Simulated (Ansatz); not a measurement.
**CaSe: the cell at several levels of theory**

One table from this session's results is given with a row withheld; the runs are named, their logs left out.

Code: Ansatz 0.2.0. PAW datasets, plane waves, zero pressure. No spin polarisation and no zero-point or thermal motion; the cell was built from a prototype and may be hypothetical.

## The structure to begin with

Space group P6_3/mmc (No. 194), hexagonal; a = 4.881 Å, c = 6.101 Å in the conventional setting, 31.47 Å³ an atom. Near Ca stand 5 Se at 2.82–3.05 Å; near Se stand 5 Ca at 2.82–3.05 Å.

Structure file:

```
CELL_PARAMETERS angstrom
4.88085 0.00000 0.00000
-2.44043 4.22694 0.00000
0.00000 0.00000 6.10074
ATOMIC_POSITIONS crystal
Ca 0.33333 0.66667 0.25000
Ca 0.66667 0.33333 0.75000
Se 0.66667 0.33333 0.25000
Se 0.33333 0.66667 0.75000
```

Set-up of the first run:

Input file input.yaml:

```yaml
crystal:
  lattice:
    - [4.8808525784, 0.0, 0.0]
    - [-2.4404262892, 4.226942325, 0.0]
    - [0.0, 0.0, 6.1007415]
  atoms:
    - { symbol: Ca, position: [0.3333333333, 0.6666666667, 0.25] }
    - { symbol: Ca, position: [0.6666666667, 0.3333333333, 0.75] }
    - { symbol: Se, position: [0.6666666667, 0.3333333333, 0.25] }
    - { symbol: Se, position: [0.3333333333, 0.6666666667, 0.75] }
kpoints:
  mp_grid: { grid: [6, 6, 4] }
hamiltonian:
  xc: pbe
scf:
  occupations: { method: fermi_dirac, width: 0.02 }
relax:
  f_tol: 0.005
  cell: {}
```

Started as:

```bash
ansatz run input.yaml --threads 2 --pin off --max-ram 2211MiB --backend cpu --events-out ev --progress --plain --runs-dir out
```

Among the steps run: PBE: cell and atoms; Relaxing with r2SCAN; Relaxation with PBEsol; Relaxing with LDA.

One of the session's tables, all rows but one given; the rest of the session is left out.

| level | a (Å) | c (Å) | volume (Å³/atom) |
| --- | --- | --- | --- |
| PBE | 5.030 | 5.895 | 32.288 |
| r2SCAN | 5.006 | 5.876 | 31.875 |
| PBEsol | 4.964 | 5.809 | 30.992 |
| LDA | ? | ? | ? |

Estimate the missing values for LDA.

The run gave: a (Å): 4.897; c (Å): 5.731; volume (Å³/atom): 29.761. In the column «a (Å)» it is the lowest.

What this shows: From the start to the first minimum the volume moved by +2.6 %. LDA gives the smallest cell and PBE the largest; they differ by 8.5 % in volume, a mean of 2.8 % in length.
